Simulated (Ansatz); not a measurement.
The system is CdTe.

```
CELL_PARAMETERS angstrom
0.00000 3.20500 3.20500
3.20500 0.00000 3.20500
3.20500 3.20500 0.00000
ATOMIC_POSITIONS crystal
Te 0.75000 0.75000 0.75000
Cd 0.00000 0.00000 0.00000
```

```yaml
Program: Ansatz 0.2.0
Task: relaxation of cell and atoms
Functional: B3LYP
Potentials_or_basis: Ansatz PAW
Cutoff: "420 eV (not typed: the program's choice for these potentials)"
k_mesh: 4 × 4 × 4
Occupations: fermi-dirac, width 0.05 eV
Spin: no spin polarisation
```

At the start: volume 32.92 Å³/atom.

Q: How do energy, volume and symmetry change on relaxing?

A: It ends after 5 steps and the volume is 37.32 Å³/atom (+13.3 %); space group F-43m (No. 216, to 0.05 Å).

The path:
```
step  energy change (eV)  largest force (eV/Å)  volume (Å³)
   1              0.0000                0.0000        65.84
   2             -0.1335                0.0000        75.95
   3             -0.1361                0.0000        74.91
   4             -0.1363                0.0000        74.63
   5             -0.1396                0.0000        74.63
```

Final structure:
```
CELL_PARAMETERS angstrom
0.00000 3.34170 3.34170
3.34170 0.00000 3.34170
3.34170 3.34170 0.00000
ATOMIC_POSITIONS crystal
Te 0.75000 0.75000 0.75000
Cd 0.00000 0.00000 0.00000
```

Caveat: the k mesh is coarse (spacing up to 0.42 Å⁻¹), so the values aren't converged, least of all with exact exchange; the plane-wave basis is chosen anew once the cell has moved, so the energies of steps on either side of that aren't comparable; the volume moved by +13 % from the deposited cell, more than functionals usually miss; the PAW data sets come from PBE, with cores solved anew for the run's functional, which leaves a small shift of forces and pressure.
